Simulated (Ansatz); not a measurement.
# A convergence test on KBr (Fm-3m): k mesh of the hybrid

How far can the k mesh of the hybrid be lowered for the gap of KBr (Fm-3m)?

Program: Ansatz 0.2.0. Level of theory: DFT, HSE06, plane waves, PAW. Results are calculated unless marked as measured.

### 1. Starting point

The structure is cubic, space group Fm-3m (No. 225). The conventional cell has a = 6.600 Å, b = 6.600 Å, c = 6.600 Å, α = 90.00°, β = 90.00°, γ = 90.00°. Nearest to K lie 6 Br at 3.30 Å. Nearest to Br lie 6 K at 3.30 Å. Farther neighbours and most contacts between anions are not listed.

The cell and positions come from the Crystallography Open Database and are kept as given unless a step says otherwise. The default PAW set here is soft_2. Its files were made with PBE.

### 2. k mesh of the hybrid: 2×2×2

Input file input.yaml:

```yaml
crystal:
  lattice:
    - [0.0, 3.3, 3.3]
    - [3.3, 0.0, 3.3]
    - [3.3, 3.3, 0.0]
  atoms:
    - { symbol: K, position: [0.0, 0.0, 0.0] }
    - { symbol: Br, position: [0.5, 0.5, 0.5] }
kpoints:
  mp_grid: { grid: [2, 2, 2] }
  band_path:
    path:
      - [0.0, 0.0, 0.0]
      - [0.5, 0.0, 0.5]
      - [0.625, 0.25, 0.625]
      - [0.375, 0.375, 0.75]
      - [0.5, 0.5, 0.5]
      - [0.5, 0.25, 0.75]
    npoints: 1
hamiltonian:
  xc: hse06
scf:
  occupations: { method: fixed }
  n_extra_bands: 4
output:
  eigenvalues: true
  write_density: true
  write_potential: true
  elf: true
  volumetric_format: npy
```

Started as:

```bash
> ansatz run input.yaml --threads 3 --pin off --max-ram 92160MiB --backend cuda --events-out ev --progress --plain --runs-dir out --devices 1 --max-vram 13GiB
```

Numbers of over 12 decimals in the logs are rounded to 6 here.

Log:

```text
scf.n_extra_bands = 4 over 8 filled bands (N_el = 16.0): the run solves 12 bands
exact exchange: scf.exx.singularity resolves to wigner_seitz, which cuts the screened interaction at the faces of the exchange supercell's Wigner-Seitz cell, so that each pair interacts once, at the shortest of its separations (the periodic images that this leaves out come, for a point-like exchange hole, to about 0.028 eV on a filled level). The cut falls within the interaction's reach, and what an exchange supercel [...]
GPUs: using 1 of 1 available (devices: 1).
Engine: ansatz 0.2.0, x86_64-unknown-linux-gnu
Pseudopotentials: kind: paw
Pseudopotential: K, paw, valence charge 9, recommended cutoff 420 eV (normal), K.paw.azcp
Pseudopotential: Br, paw, valence charge 7, recommended cutoff 420 eV (normal), Br.paw.azcp
Functional definition: HSE06
  parameter a = 0.25
  parameter omega = 0.11/bohr
  exchange = pbe_x - a*pbe_x_sr(omega) + a*exact_x_sr(omega)
  correlation = pbe_c
davidson cushion auto → on  (no smearing: the cushion is to keep the highest requested band from converging to the state above it; pin scf.eigensolver.cushion to override)
device memory: the entry about to start is reckoned to put 0.9 GiB on a device that reports 41.8 GiB free (of which the cap on the GPU budget leaves the run 13.0 GiB)
GPU FFT provider: cuFFT
GPU libraries: cuBLAS 13.8.2, cuFFT 12.4.0, cuSOLVER 12.3.4
Crystal: 2 atoms, lattice volume = 71.874 Å³
Basis set: ecut = 420 eV, 1411 PW (Γ)
Bands: 12, of which v1, the nominal top of the filled ones, is band 8 counted from 1 (7 counted from 0)
Symmetry: 48 space group operations
Space group: Fm-3m (ITA 225), of the structure as read, at distance tolerance 4.2e-5 Å
k-points: 3 of 8
Non-local potential: K, projectors of the file, l = 0: 3, l = 1: 2, l = 2: 2
Non-local potential: Br, projectors of the file, l = 0: 2, l = 1: 2, l = 2: 2
PAW form: soft (Blöchl's): semilocal exchange-correlation on the pseudo side does not see the compensation charge
PAW frozen core: K, regenerated for the run's functional, and the local potential with it (the file was generated under x = pbe(κ = 0.804, μ = 0.219515), c = pbe(β = 0.066725))
PAW frozen core: Br, regenerated for the run's functional, and the local potential with it (the file was generated under x = pbe(κ = 0.804, μ = 0.219515), c = pbe(β = 0.066725))
PAW one-centre angular grid: K, 110 points (default); XC on 64 Gauss nodes
PAW one-centre angular grid: Br, 110 points (default); XC on 64 Gauss nodes
Initial density: superposition of atomic densities (neutral atoms: chi_scale 0, normalization atom), corrected by the library's trained network
Initial wavefunctions: pseudopotential atomic-orbital guess
GPU buffer pool allocated for 32768 grid points (all kernels)
GPU transforms: local potential and band sums: pruned to the plane-wave sphere, on 30×32×32
Functional: x = pbe(κ = 0.804, μ = 0.219515), c = pbe(β = 0.066725), warm-up for x = pbe(κ = 0.804, μ = 0.219515) + 0.25 (exact − pbe) at short range (hse, ω = 0.207870 Å⁻¹), c = pbe(β = 0.066725); HSE06 as pw.x's `hse` composes it (authors' and Libxc's form: `xc: wpbeh`)
SCF iter   1: F=—  HF=-4324.386092 eV  |F-HF|=—  |Δ(HF+E_count)|=         —  Δρ=1.04e-3  dr2=1.42e-3  ethr=1.77e-3  ⟨swp⟩=2.0  Hψ=295  notcnv=0
preconditioner: auto → none  [insulator: Δε(μ)=4.397 eV  Ē_g=14.912 eV  n_scr=14 (ndim 8)  ℏωp=16.4 eV  f_vac=0.056]
SCF iter   2: F=-4324.386302 eV  HF=-4324.386173 eV  |F-HF|=1.28e-4  |Δ(HF+E_count)|=   8.16e-5  Δρ=5.08e-4  dr2=1.78e-4  ethr=8.85e-6  ⟨swp⟩=4.7  Hψ=114  notcnv=0  defer=1
SCF 1 stopped early in 2 iterations: F = -4324.386302 eV  dr2 = 1.78e-4
  greatest PAW one-centre occupation: 0.987 electrons in one spin orbital (limit 2), on the K atom at site 0 (counted from 0), in its partial waves of l = 0
device memory: the entry about to start is reckoned to put 1.0 GiB on a device that reports 42.4 GiB free (of which the cap on the GPU budget leaves the run 13.0 GiB)
[...]
Frozen-core exchange: fock
SCF iter   1: F=—  HF=-4327.309481 eV  |F-HF|=—  |Δ(HF+E_count)|=         —  Δρ=2.92e-3  dr2=5.01e-3  ethr=1.12e-5  ⟨swp⟩=8.0  Hψ=188  notcnv=0
preconditioner: auto → none  [insulator: Δε(μ)=5.615 eV  Ē_g=16.798 eV  n_scr=14 (ndim 8)  ℏωp=16.4 eV  f_vac=0.076]
SCF iter   2: F=—  HF=-4327.308150 eV  |F-HF|=—  |Δ(HF+E_count)|=   1.33e-3  Δρ=1.36e-3  dr2=9.17e-4  ethr=1.12e-5  ⟨swp⟩=3.7  Hψ=102  notcnv=0
SCF iter   3: F=—  HF=-4327.309567 eV  |F-HF|=—  |Δ(HF+E_count)|=   1.42e-3  Δρ=3.23e-4  dr2=1.30e-4  ethr=4.90e-6  ⟨swp⟩=4.7  Hψ=103  notcnv=0
iter 4 solved again at ethr=5.32e-9 eV; its pass at ethr=7.69e-7 eV (dr2=8.51e-7 eV) is discarded
SCF iter   4: F=—  HF=-4327.309530 eV  |F-HF|=—  |Δ(HF+E_count)|=   3.64e-5  Δρ=5.35e-5  dr2=1.75e-6  ethr=5.32e-9  ⟨swp⟩=5.0  Hψ=220  notcnv=0
SCF iter   5: F=-4327.309530 eV  HF=-4327.309530 eV  |F-HF|=3.12e-8  |Δ(HF+E_count)|=   2.36e-7  Δρ=1.35e-5  dr2=8.94e-7  ethr=5.32e-9  ⟨swp⟩=3.0  Hψ=97  notcnv=0
SCF 2 stopped early in 5 iterations: F = -4327.309530 eV  dr2 = 8.94e-7
  greatest PAW one-centre occupation: 0.988 electrons in one spin orbital (limit 2), on the K atom at site 0 (counted from 0), in its partial waves of l = 0
hybrid outer 1: dexx = +2.006e-3 eV, tail = 1.03e-5 eV
GPU FFT provider: cuFFT
GPU libraries: cuBLAS 13.8.2, cuFFT 12.4.0, cuSOLVER 12.3.4
GPU buffer pool allocated for 32768 grid points (all kernels)
GPU transforms: local potential and band sums: pruned to the plane-wave sphere, on 30×32×32
Exchange kernel: α = 0.2500, screened, ω = 0.2079 Å⁻¹, Wigner–Seitz truncation, v(0) = 816.6261 eV·Å³, q-mesh 2×2×2, nearest image of the exchange supercell L = 9.33 Å, pair-density grid 18×18×18, without the augmentation charges, whose exchange is taken in its separable form by FFT convolution over the k-point mesh (sized by the pseudopotential files, 27×27×27 at the most), smooth part of the exact exchange by density-matrix convolution in up to 233.5 MiB of GPU memory as planned if the GPU has room (build and FFT work areas not counted)
Frozen-core exchange: fock
SCF iter   1: F=—  HF=-4327.309805 eV  |F-HF|=—  |Δ(HF+E_count)|=         —  Δρ=4.33e-5  dr2=5.63e-7  ethr=3.23e-7  ⟨swp⟩=4.3  Hψ=116  notcnv=0
preconditioner: auto → none  [insulator: Δε(μ)=5.611 eV  Ē_g=16.808 eV  n_scr=14 (ndim 8)  ℏωp=16.4 eV  f_vac=0.085]
iter 2 solved again at ethr=1.29e-10 eV; its pass at ethr=3.35e-9 eV (dr2=2.06e-8 eV) is discarded
SCF iter   2: F=-4327.309805 eV  HF=-4327.309805 eV  |F-HF|=1.89e-9  |Δ(HF+E_count)|=   1.64e-7  Δρ=1.02e-5  dr2=3.71e-8  ethr=1.29e-10  ⟨swp⟩=3.3  Hψ=193  notcnv=0  defer=1
SCF 3 converged in 2 iterations: F = -4327.309805 eV  dr2 = 3.71e-8
[...]
hybrid outer 2: dexx = +3.064e-7 eV, tail = 8.48e-8 eV, Δε = 1.45e-3 eV (about 1.15e-4 eV left of the loop's levels)
device memory: the entry about to start is reckoned to put 0.3 GiB on a device that reports 36.5 GiB free (of which the cap on the GPU budget leaves the run 13.0 GiB)
NSCF: frozen V_eff on 6 k-points
hybrid SCF converged: 2 outer / 7 inner (+2 warm-up), last move |dexx| = 3.06e-7 eV, tail = 8.48e-8 eV
Stability not checked: this state was not tested for a lower state beside it, because the functional holds exact exchange (a hybrid, or Hartree-Fock), whose exchange loop this test does not read (fock_operator; see scf.lower_state_search)
Free energy (F): -4327.309805 eV
Frozen-core exchange: fock
Harris-Foulkes:  -4327.309805 eV  (|F-HF|=1.89e-9)
Internal energy: -4327.309805 eV  (E = F + TS)
E sigma→0 (E₀):  -4327.309805 eV
Fermi energy:    0.260603 eV
--- Per-component energies (eV) ---
  E_band       = -158.187918
  E_kinetic    = 388.852486
  E_local      = -838.768503  (includes V_loc(G=0)·N_el)
  E_nonlocal   = 82.543674
  E_hartree    = 272.482161
  E_xc         = -317.174892
  E_vxc        = -214.987279  (∫ρ·V_xc dr)
  E_exx        = -37.448707  (= α·E_x^exact, valence–valence)
  E_paw        = -3077.305829  (= ΣΔE_a)
  E_vpaw       = -45.896977  (= ΣTr[D̂ρ^β])
  E_aug_tail   = -0.000004  (compensation charges beyond the density's cutoff)
  E_ewald      = -799.985846
  E_core_change = -0.504345  (= ΣΔE_core)
  E_smearing   = -0.000000  (= −TS)
  E_closure    = -0.000000  (closes the sum)
  Σ components = -4327.309805   (vs F -4327.309805, Δ=0.00e0)
--- Band table (eV) ---
  k-point 0: bands = [... 4 lower, -11.8822, 0.2606, 0.2606, 0.2606, 5.8718, 9.1904, 9.1904, 9.1904]
  k-point 1: bands = [... 4 lower, -11.5998, -0.9487, -0.0819, -0.0819, 8.0074, 9.8382, 11.5876, 11.5876]
  k-point 2: bands = [... 4 lower, -11.9197, -0.5834, -0.0382, -0.0382, 7.3047, 8.7252, 11.0397, 11.1797]
```

Elapsed: 15 s, on 1 × NVIDIA H100 80GB HBM3 (shared by 6 runs) with 3 threads of AMD EPYC 7R13 (Zen 3), shared host; peak memory 0.98 GiB.

The column dr2 measures how far the density is from self-consistency, as an energy; F and HF (Harris–Foulkes) agree once it is small.

Numbers from this step:

| Item | Value |
| --- | --- |
| gap | 5.611 eV |
| valence top at | Γ |
| conduction bottom at | Γ |
| least direct gap | 5.611 eV |
| exact-exchange fraction | 0.25 |

The gap is direct, at Γ.

### 3. k mesh of the hybrid: 4×4×4

Changes to input.yaml since step 2:

```diff
@@ -9,3 +9,3 @@
 kpoints:
-  mp_grid: { grid: [2, 2, 2] }
+  mp_grid: { grid: [4, 4, 4] }
   band_path:
@@ -26,5 +26 @@
   eigenvalues: true
-  write_density: true
-  write_potential: true
-  elf: true
-  volumetric_format: npy
```

Log:

```text
[...]
GPUs: using 1 of 1 available (devices: 1).
[...]
GPU FFT provider: cuFFT
GPU libraries: cuBLAS 13.8.2, cuFFT 12.4.0, cuSOLVER 12.3.4
Crystal: 2 atoms, lattice volume = 71.874 Å³
Basis set: ecut = 420 eV, 1411 PW (Γ)
Bands: 12, of which v1, the nominal top of the filled ones, is band 8 counted from 1 (7 counted from 0)
[... 1 set-up line as in the run before ...]
[...]
k-points: 8 of 64
[...]
Internal energy: -4327.403765 eV  (E = F + TS)
E sigma→0 (E₀):  -4327.403765 eV
Fermi energy:    0.209230 eV
[...]
--- Band table (eV; the first three rows and the last of 8) ---
  k-point 0: bands = [... 4 lower, -11.8586, 0.2092, 0.2092, 0.2092, 5.8117, 9.1718, 9.1718, 9.1718]
  k-point 1: bands = [... 4 lower, -11.7213, -0.4803, 0.0302, 0.0302, 7.0824, 8.9845, 9.9174, 9.9174]
  k-point 2: bands = [... 4 lower, -11.5970, -1.0246, -0.1366, -0.1366, 7.9543, 9.7988, 11.5805, 11.5805]
  k-point 7: bands = [... 4 lower, -11.7583, -0.4135, -0.4135, -0.3523, 8.8556, 8.8556, 9.7999, 10.7334]
[key lines of the parts left out:]
Free energy (F): -4327.403765 eV
```

Elapsed: 20 s, on 1 × NVIDIA H100 80GB HBM3 (shared by 6 runs) with 3 threads; peak memory 1 GiB.

This step gave:

| Property | Result |
| --- | --- |
| gap | 5.603 eV |
| valence top at | Γ |
| conduction bottom at | Γ |
| least direct gap | 5.603 eV |

The gap is 5.603 eV, −0.009 eV from the run before at this level.

### 4. k mesh of the hybrid: 6×6×6

Changes to input.yaml since step 3:

```diff
@@ -9,3 +9,3 @@
 kpoints:
-  mp_grid: { grid: [4, 4, 4] }
+  mp_grid: { grid: [6, 6, 6] }
   band_path:
```

Log:

```text
[...]
GPUs: using 1 of 1 available (devices: 1).
[...]
GPU FFT provider: cuFFT
GPU libraries: cuBLAS 13.8.2, cuFFT 12.4.0, cuSOLVER 12.3.4
Crystal: 2 atoms, lattice volume = 71.874 Å³
Basis set: ecut = 420 eV, 1411 PW (Γ)
Bands: 12, of which v1, the nominal top of the filled ones, is band 8 counted from 1 (7 counted from 0)
[... 1 set-up line as in the run before ...]
[...]
k-points: 16 of 216
[...]
E sigma→0 (E₀):  -4327.404055 eV
Fermi energy:    0.208970 eV
[...]
--- Band table (eV; the first three rows and the last of 16) ---
  k-point 0: bands = [... 4 lower, -11.8584, 0.2090, 0.2090, 0.2090, 5.8111, 9.1717, 9.1717, 9.1717]
  k-point 1: bands = [... 4 lower, -11.7877, -0.1612, 0.1177, 0.1177, 6.4755, 8.9801, 9.5166, 9.5166]
  k-point 2: bands = [... 4 lower, -11.6578, -0.7657, -0.0550, -0.0550, 7.5897, 9.2291, 10.4332, 10.4332]
  k-point 15: bands = [... 4 lower, -11.7909, -0.5432, -0.2910, -0.2671, 8.0283, 9.4463, 9.7980, 11.0000]
[key lines of the parts left out:]
Free energy (F): -4327.404055 eV
```

Run time: 18 s. Hardware: 1 × NVIDIA H100 80GB HBM3 (shared by 6 runs) with 3 threads; peak memory 1.2 GiB; 20 s of CPU time.

Numbers from this step:

```yaml
gap: 5.602 eV
valence_top_at: Γ
conduction_bottom_at: Γ
least_direct_gap: 5.602 eV
```

The gap is 5.602 eV, as in the run before at this level.

### 5. The series

Differences are against the last row; a negative gap means that bands overlap, and a run with a band path holds that path's time. Times are wall times on 1 × NVIDIA H100 80GB HBM3 (shared by 6 runs) with 3 threads of AMD EPYC 7R13 (Zen 3), shared host, good to a factor of about two.

```
k mesh of the hybrid  gap (eV)  direct gap (eV)  gap error (eV)  energy error (meV/atom)  irreducible k  time
               2×2×2     5.611            5.611          +0.009                    +47.1              3  15 s
               4×4×4     5.603            5.603         +0.0003                     +0.1              8  20 s
               6×6×6     5.602            5.602          +0.000                     +0.0             16  18 s
```

### 6. Results

* 2×2×2: 5.611 eV
* 4×4×4: 5.603 eV
* 6×6×6: 5.602 eV

In words: The gap holds to 0.02 eV from 2×2×2 on, the cheapest setting tried. At 2×2×2 the gap is off by +0.009 eV and the energy by +47 meV/atom. The gap is read over the mesh and added points near the edges, so meshes differ mainly through the density and, for a hybrid, the exchange operator.

[Paths, hosts, dates, memory and timing lines, banners, echoed tables and standing remarks are left out of the program output.]

[Logs are printed without paths, hosts, clocks, repeated set-up lines and the standing remarks that a program may print on its own settings, such as how far it seeks lower states.]

[Runs of the session that timed out or met a known fault of the program may be left out.]

[Cells called generated may have been cut or substituted from an entry of the Crystallography Open Database or the Materials Project.]

[Hosts, paths, dates, database ids (printed as entryN), source tags and the programs' standing remarks are cut or masked in the printed files.]
